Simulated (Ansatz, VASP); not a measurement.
**HfH3: VASP beside Ansatz**

Contents of INCAR:

```
PREC = Accurate
ENCUT = 520
EDIFF = 1E-6
ISMEAR = -1
SIGMA = 0.1
LREAL = F
LASPH = T
NELM = 60
ALGO = Normal
ISIF = 2
LWAVE = F
LCHARG = F
NBANDS = 14
```

File KPOINTS:

```
Automatic mesh
0
Gamma
  7 7 7
```

Contents of POSCAR:

```
HfH3
1.0
    3.0845540000      0.0000000000      0.0000000000
    0.0000000000      3.0845540000      0.0000000000
    0.0000000000      0.0000000000      3.0845540000
Hf H
1 3
Direct
    0.0000000000      0.0000000000      0.0000000000
    0.0000000000      0.5000000000      0.5000000000
    0.5000000000      0.0000000000      0.5000000000
    0.5000000000      0.5000000000      0.0000000000
```

Input for Ansatz:

```yaml
crystal:
  lattice:
    - [3.084554, 0.0, 0.0]
    - [0.0, 3.084554, 0.0]
    - [0.0, 0.0, 3.084554]
  atoms:
    - { symbol: Hf, position: [0.0, 0.0, 0.0] }
    - { symbol: H, position: [0.0, 0.5, 0.5] }
    - { symbol: H, position: [0.5, 0.0, 0.5] }
    - { symbol: H, position: [0.5, 0.5, 0.0] }
kpoints:
  mp_grid:
    grid: [7, 7, 7]
hamiltonian:
  xc: lda
scf:
  occupations:
    method: fermi_dirac
    width: 0.1
output:
  forces: true
  stress: true
```

The cell comes from a database or a generator and needn't be the stable form of this composition.

Alike in both runs: task single point; functional LDA; k mesh 7 × 7 × 7; occupations fermi-dirac, width 0.1 eV; no spin polarisation.

```csv
,VASP,Ansatz
version,VASP 6.6.1,Ansatz 0.2.0
potentials or method,"VASP PAW LDA potentials, release 64 (Hf_pv, H)","plane waves, PAW"
plane-wave cutoff (eV),520,420
valence electrons in the cell,13,29
```

Ansatz gave:

| Quantity | Value |
| --- | --- |
| pressure (GPa) | -7.1 |

Question: What did VASP give for the same quantities?

Answer: Pressure (GPa): -7.4.

The two sets of potentials don't hold the same shells in valence.

Spin-orbit coupling is left out, which matters for the levels of Hf.
